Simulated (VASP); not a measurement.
# Hf (Pm-3m) in VASP: a series of runs

Runs on Hf. Level: RPBE. Tasks: single point.

Program: VASP 6.6.1. These are calculated values, not measurements. Logs are shortened: lines on timing, memory, paths and dates and some standing lists are left out, and cuts for length are marked.

## (1) Starting point

The structure is cubic, space group Pm-3m (No. 221). Conventional cell: a = 2.949 Å, b = 2.949 Å, c = 2.949 Å, α = 90.00°, β = 90.00°, γ = 90.00°. Hf (site symmetry m-3m) is surrounded by 6 Hf at 2.95 Å.

This isn't the form of Hf at room conditions, which is hcp.

## (2) Single point, RPBE

File INCAR:

```
SYSTEM = Hf
PREC     = Accurate       ! precision mode
ENCUT    = 520            ! plane-wave cutoff, eV
EDIFF    = 1E-6           ! SCF threshold, eV
ISMEAR   = -1             ! smearing method
SIGMA    = 0.1            ! smearing width, eV
LREAL    = .False.        ! projectors in reciprocal space
LASPH    = .True.         ! aspherical terms in the spheres
NELM     = 60             ! most SCF steps
ALGO     = Fast           ! electronic algorithm
ISIF     = 2              ! what is computed and relaxed
LWAVE    = .False.        ! write WAVECAR
LCHARG   = .False.        ! write CHGCAR
GGA      = RP             ! functional
NBANDS   = 11             ! bands
```

File KPOINTS:

```
regular mesh
0
Gamma
  17 17 17
  0 0 0
```

File POSCAR:

```
Hf
1.0
    2.9491480542      0.0000000000      0.0000000000
    0.0000000000      2.9491480542      0.0000000000
    0.0000000000      0.0000000000      2.9491480542
Hf
1
Direct
    0.0000000000      0.0000000000      0.0000000000
```

Potentials or basis: VASP PAW PBE potentials, release 64 (Hf_pv).

Launch:

```sh
$ cat potpaw_PBE.64/Hf_pv/POTCAR > POTCAR
$ mpirun -np 1 vasp_std > vasp.out
```

OUTCAR:

```text
SYSTEM = Hf
   PREC = Accurate
   ENCUT = 520
   EDIFF = 1E-6
   ISMEAR = -1
   LREAL = .False.
   LASPH = .True.
   NELM = 60
   ISIF = 2
   GGA = RP

 ion  position               nearest neighbor table
   1  0.000  0.000  0.000-

  LATTYP: Found a simple cubic cell.
 ALAT       =     2.9491480542

  Lattice vectors:

 A1 = (   2.9491480542,   0.0000000000,   0.0000000000)
 A2 = (   0.0000000000,   2.9491480542,   0.0000000000)
 A3 = (   0.0000000000,   0.0000000000,   2.9491480542)

Analysis of symmetry for initial positions (statically):
=====================================================================
 Subroutine PRICEL returns:
 Original cell was already a primitive cell.

 Routine SETGRP: Setting up the symmetry group for a
 simple cubic supercell.

 Subroutine GETGRP returns: Found 48 space group operations
 (whereof 48 operations were pure point group operations)
 out of a pool of 48 trial point group operations.

The static configuration has the point symmetry O_h .

Analysis of symmetry for dynamics (positions and initial velocities):
=====================================================================
 Subroutine PRICEL returns:
 Original cell was already a primitive cell.

 Routine SETGRP: Setting up the symmetry group for a
 simple cubic supercell.

 Subroutine GETGRP returns: Found 48 space group operations
 (whereof 48 operations were pure point group operations)
 out of a pool of 48 trial point group operations.

The dynamic configuration has the point symmetry O_h .

 Subroutine INISYM returns: Found 48 space group operations
 (whereof 48 operations are pure point group operations),
 and found     1 'primitive' translations

----------------------------------------------------------------------------------------

                                     Primitive cell

  volume of cell :      25.6501

  direct lattice vectors                    reciprocal lattice vectors
     2.949148054  0.000000000  0.000000000     0.339080976  0.000000000  0.000000000
     0.000000000  2.949148054  0.000000000     0.000000000  0.339080976  0.000000000
     0.000000000  0.000000000  2.949148054     0.000000000  0.000000000  0.339080976

  length of vectors
     2.949148054  2.949148054  2.949148054     0.339080976  0.339080976  0.339080976

  position of ions in fractional coordinates (direct lattice)
     0.000000000  0.000000000  0.000000000

  ion indices of the primitive-cell ions
   primitive index   ion index
                 1           1

----------------------------------------------------------------------------------------

 KPOINTS: regular mesh

Automatic generation of k-mesh.
 Grid dimensions read from file:
 generate k-points for:   17   17   17

 Generating k-lattice:

  Cartesian coordinates                     Fractional coordinates (reciprocal lattice)
     0.019945940  0.000000000  0.000000000     0.058823529  0.000000000  0.000000000
     0.000000000  0.019945940  0.000000000     0.000000000  0.058823529  0.000000000
     0.000000000  0.000000000  0.019945940     0.000000000  0.000000000  0.058823529

  Length of vectors
     0.019945940  0.019945940  0.019945940

  Shift w.r.t. Gamma in fractional coordinates (k-lattice)
     0.000000000  0.000000000  0.000000000

 Subroutine IBZKPT returns following result:
 ===========================================

 Found    165 irreducible k-points:

 Following reciprocal coordinates:
            Coordinates               Weight
  0.000000  0.000000  0.000000      1.000000
  0.058824  0.000000  0.000000      6.000000
  0.117647  0.000000  0.000000      6.000000
  0.176471  0.000000  0.000000      6.000000
  0.235294  0.000000  0.000000      6.000000
  0.294118  0.000000  0.000000      6.000000
[... 16 lines left out ...]
  0.411765  0.117647  0.000000     24.000000
  0.470588  0.117647  0.000000     24.000000
 [... further k-points ...]
   k-points           NKPTS =    165   k-points in BZ     NKDIM =    165   number of bands    NBANDS=     11
   number of dos      NEDOS =    301   number of ions     NIONS =      1
   total plane-waves  NPLWV =  13824
   dimension x,y,z NGX =    24 NGY =   24 NGZ =   24
   dimension x,y,z NGXF=    48 NGYF=   48 NGZF=   48
   ions per type =               1
   NGX,Y,Z   is equivalent  to a cutoff of  13.53, 13.53, 13.53 a.u.
   NGXF,Y,Z  is equivalent  to a cutoff of  27.06, 27.06, 27.06 a.u.
 SYSTEM =  Hf
   PREC   = accura    normal or accurate (medium, high low for compatibility)
   ISTART =      0    job   : 0-new  1-cont  2-samecut
   ICHARG =      2    charge: 1-file 2-atom 10-const
   ISPIN  =      1    spin polarized calculation?
   LNONCOLLINEAR =      F non collinear calculations
   LSORBIT =      F    spin-orbit coupling
   LASPH  =      T    aspherical Exc in radial PAW
   ENCUT  =  520.0 eV  38.22 Ry    6.18 a.u.   5.48  5.48  5.48*2*pi/ulx,y,z
   NELM   =     60;   NELMIN=  2; NELMDL= -5     # of ELM steps
   EDIFF  = 0.1E-05   stopping-criterion for ELM
   LREAL  =      F    real-space projection
   EDIFFG = 0.1E-04   stopping-criterion for IOM
   NSW    =      0    number of steps for IOM
   IBRION =     -1    ionic relax: 0-MD 1-quasi-New 2-CG
   NFREE  =      0    steps in history (QN), initial steepest desc. (CG)
   ISIF   =      2    stress and relaxation
   ISYM   =      2    0-nonsym 1-usesym 2-fastsym
   POTIM  = 0.5000    time-step for ionic-motion
   TEBEG  =    0.0;   TEEND  =   0.0 temperature during run
   PSTRESS=    0.0 pullay stress
   NELECT =      10.0000    total number of electrons
   NUPDOWN=      -1.0000    fix difference up-down
   EMIN   =  10.00;   EMAX   =-10.00  energy-range for DOS
   EFERMI =   0.00;   METHOD = LEGACY
   ISMEAR =    -1;   SIGMA  =   0.10  broadening in eV -4-tet -1-fermi 0-gaus
   EFERMI_NEDOS =   21; number of points for ismear=-14 and -15
   IALGO  =     68    algorithm
   IMIX   =      4    mixing-type and parameters
     AMIX     =   0.40;   BMIX     =  1.00
     AMIX_MAG =   1.60;   BMIX_MAG =  1.00
  volume/ion in A,a.u.               =      25.65       173.10
  Fermi-wavevector in a.u.,A,eV,Ry     =   1.195946  2.260010 19.460235  1.430287
  Thomas-Fermi vector in A             =   2.331899
   LORBIT       =      0    0 simple, 1 ext, 2 COOP (PROOUT), +10 PAW based schemes
   GGA     = RP    functional components
   LHFCALC =     F    Hartree Fock is set to
   AEXX    =    0.0000 exact exchange contribution
   IVDW    =     0    specifies the selected vdW correction
   LEPSILON=     F    determine dielectric tensor
   LRPA    =     F    only Hartree local field effects (RPA)
 non-spin polarized calculation
 RMM-DIIS sequential band-by-band and
  energy-cutoff  :      520.00
  volume of cell :       25.65
 maximum number of plane-waves:       739
 NGX is ok and might be reduce to    24
   NGX = 11   NGY = 11   NGZ = 11

 number of electron      10.0000001 magnetization

 Free energy of the ion-electron system (eV)
  ---------------------------------------------------
  ext. energy  EPLUGINS =         0.00000000
  ---------------------------------------------------
  free energy    TOTEN  =        -8.44111915 eV

  energy without entropy =       -8.38086959  energy(sigma->0) =       -8.41099437

 E-fermi :   3.6789     XC(G=0): -10.5183

 val. band max:        3.6756419977   @ k =   0.4706   0.2941   0.2941
 cond. band min:       3.6849184799   @ k =   0.4706   0.4706   0.1176
 fundamental gap:      0.0092764822
 Fermi energy:         3.6788509319

 k-point     1 :       0.0000    0.0000    0.0000
  band No.  band energies     occupation
      1     -26.4589      2.00000
      2     -26.4589      2.00000
      3     -26.4589      2.00000
      4      -2.6821      2.00000
      5       2.3658      2.00000
      6       2.3658      2.00000
      7       9.9269      0.00000
      8       9.9269      0.00000
      9       9.9269      0.00000
     10      16.2052      0.00000
     11      16.2052      0.00000

 k-point     2 :       0.0588    0.0000    0.0000
  band No.  band energies     occupation
      1     -26.4883      2.00000
      2     -26.4565      2.00000
      3     -26.4565      2.00000
      4      -2.5945      2.00000
      5       2.3913      1.99999
      6       2.4444      1.99999
      7       9.7484      0.00000
      8       9.7484      0.00000
      9       9.9380      0.00000
     10      15.6856      0.00000
     11      16.4278      0.00000

 k-point     3 :       0.1176    0.0000    0.0000
  band No.  band energies     occupation
      1     -26.5718      2.00000
      2     -26.4495      2.00000
      3     -26.4495      2.00000
      4      -2.3408      2.00000
      5       2.4656      1.99999
      6       2.6702      1.99992
      7       9.2928      0.00000
      8       9.2928      0.00000
      9       9.9702      0.00000
     10      14.6209      0.00000
     11      17.0116      0.00000

 k-point     4 :       0.1765    0.0000    0.0000
  band No.  band energies     occupation
      1     -26.6963      2.00000
      2     -26.4389      2.00000
      3     -26.4389      2.00000
      4      -1.9463      2.00000
      5       2.5815      1.99997
      6       3.0087      1.99755
      7       8.7101      0.00000
      8       8.7101      0.00000
      9      10.0194      0.00000
     10      13.5256      0.00000
     11      17.7906      0.00000

 k-point     5 :       0.2353    0.0000    0.0000
  band No.  band energies     occupation
      1     -26.8431      2.00000
      2     -26.4261      2.00000
      3     -26.4261      2.00000
      4      -1.4468      2.00000
      5       2.7274      1.99985
      6       3.3865      1.89800
      7       8.1180      0.00000
      8       8.1180      0.00000
      9      10.0796      0.00000
     10      12.6360      0.00000
     11      18.5020      0.00000
[... 211 lines left out ...]
 k-point    21 :       0.2941    0.1176    0.0000
  band No.  band energies     occupation
      1     -26.9792      2.00000
      2     -26.5222      2.00000
      3     -26.4037      2.00000
      4      -0.5521      2.00000
      5       3.1122      1.99310
      6       3.8065      0.43647
      7       6.9844      0.00000
      8       7.6568      0.00000
      9       9.6067      0.00000
     10      12.6820      0.00000
     11      17.3658      0.00000

 k-point    22 :       0.3529    0.1176    0.0000
  band No.  band energies     occupation
      1     -27.1092      2.00000
      2     -26.5094      2.00000
      3     -26.3919      2.00000
      4       0.0277      2.00000
      5       3.2517      1.97246
      6       3.7744      0.55576
      7       6.8460      0.00000
      8       7.2400      0.00000
      9       9.6752      0.00000
     10      12.4175      0.00000
     11      17.4888      0.00000

 k-point    23 :       0.4118    0.1176    0.0000
  band No.  band energies     occupation
      1     -27.2053      2.00000
      2     -26.4997      2.00000
      3     -26.3829      2.00000
      4       0.5657      2.00000
      5       3.2954      1.95768
      6       3.5797      1.45870
      7       6.8416      0.00000
      8       6.9494      0.00000
      9       9.7283      0.00000
     10      12.5346      0.00000
     11      17.0829      0.00000

 k-point    24 :       0.4706    0.1176    0.0000
  band No.  band energies     occupation
      1     -27.2563      2.00000
      2     -26.4945      2.00000
      3     -26.3781      2.00000
      4       0.9350      2.00000
      5       3.1346      1.99138
      6       3.5404      1.59950
      7       6.8007      0.00000
      8       6.8491      0.00000
      9       9.7573      0.00000
     10      12.7783      0.00000
     11      16.8323      0.00000

 [... further k-points ...]
[... 5 lines left out ...]
  --------------------------------------------------------------------------------------
  -------------------------------------------------------------------------------------
  Total        0.0378446      0.0378446      0.0378446      0.0000000      0.0000000      0.0000000
  in kB        2.3638742      2.3638742      2.3638742      0.0000000      0.0000000      0.0000000
  external PRESSURE =       2.3638742 kB  Pullay stress =       0.0000000 kB

 VOLUME and BASIS-vectors are now :
 -----------------------------------------------------------------------------
  energy-cutoff  :      520.00
  volume of cell :       25.65
      direct lattice vectors                 reciprocal lattice vectors
     2.949148054  0.000000000  0.000000000     0.339080976  0.000000000  0.000000000
     0.000000000  2.949148054  0.000000000     0.000000000  0.339080976  0.000000000
     0.000000000  0.000000000  2.949148054     0.000000000  0.000000000  0.339080976

 POSITION                                       TOTAL-FORCE (eV/Angst)
 -----------------------------------------------------------------------------------
      0.00000      0.00000      0.00000         0.000000      0.000000      0.000000
 -----------------------------------------------------------------------------------
    total drift:                                0.000000      0.000000      0.000000

  FREE ENERGIE OF THE ION-ELECTRON SYSTEM (eV)
  ---------------------------------------------------
  free  energy   TOTEN  =        -8.4411191482 eV

  energy  without entropy=       -8.3808695918  energy(sigma->0) =       -8.41099437
```

Run time: 13 s. Hardware: 1 thread of Intel Xeon 6975P-C (Granite Rapids), shared host; peak memory 0.17 GiB.

Results:

* Free energy: -8.4411 eV
* Pressure: 0.2 GPa
* Band gap on the k mesh: none (metal or under the smearing width)

Levels at points of the mesh, in eV from the Fermi level:
```csv
k point,band 1,band 2,band 3,band 4,band 5,band 6,band 7,band 8,band 9,band 10
"(0.00, 0.00, 0.00)",-30.14,-30.14,-30.14,-6.36,-1.31,-1.31,6.25,6.25,6.25,12.53
```

Caveat: the PAW data sets were made with another functional, which shifts forces and pressure a little.

## (3) Single point, RPBE

This run uses another cell than the first one, of 27.70 Å³/atom, 1.080 times its volume.

File INCAR:

```
PREC = Accurate
ENCUT = 520
EDIFF = 1E-6
ISMEAR = -1
SIGMA = 0.1
LREAL = False
LASPH = True
NELM = 100
ALGO = Normal
ISIF = 2
LWAVE = False
LCHARG = False
GGA = RP
NBANDS = 11
```

File KPOINTS:

```
regular mesh
0
Gamma
  12 12 12
```

File POSCAR:

```
Hf
1.0
    3.0257833415      0.0000000000      0.0000000000
    0.0000000000      3.0257833415      0.0000000000
    0.0000000000      0.0000000000      3.0257833415
Hf
1
Direct
    0.0000000000      0.0000000000      0.0000000000
```

Potentials or basis: VASP PAW PBE potentials, release 64 (Hf_pv).

Launch:

```sh
$ cat potpaw_PBE.64/Hf_pv/POTCAR > POTCAR
$ mpirun -np 1 vasp_std > vasp.out
```

Wall time 6.1 s (1 thread of Intel Xeon 6975P-C (Granite Rapids), shared host); peak memory 0.15 GiB.

It converged, with:

| Quantity | Value |
| --- | --- |
| Free energy | -8.4073 eV |
| Pressure | -4.9 GPa |
| Band gap on the k mesh | none (metal or under the smearing width) |

Levels at points of the mesh, in eV from the Fermi level:
```tsv
k point	band 2	band 3	band 4	band 5	band 6	band 7	band 8	band 9
(0.00, 0.00, 0.00)	-30.39	-30.39	-6.14	-1.17	-1.17	5.73	5.73	5.73
(0.50, 0.00, 0.00)	-30.34	-30.34	-3.05	-0.39	-0.26	2.84	2.84	6.03
(0.50, 0.50, 0.00)	-30.95	-30.29	-2.34	-0.65	3.45	3.45	3.80	3.80
(0.50, 0.50, 0.50)	-30.88	-30.88	-0.96	-0.96	-0.96	6.80	7.78	7.78
```

Caveat: the PAW data sets were made with another functional, which shifts forces and pressure a little.
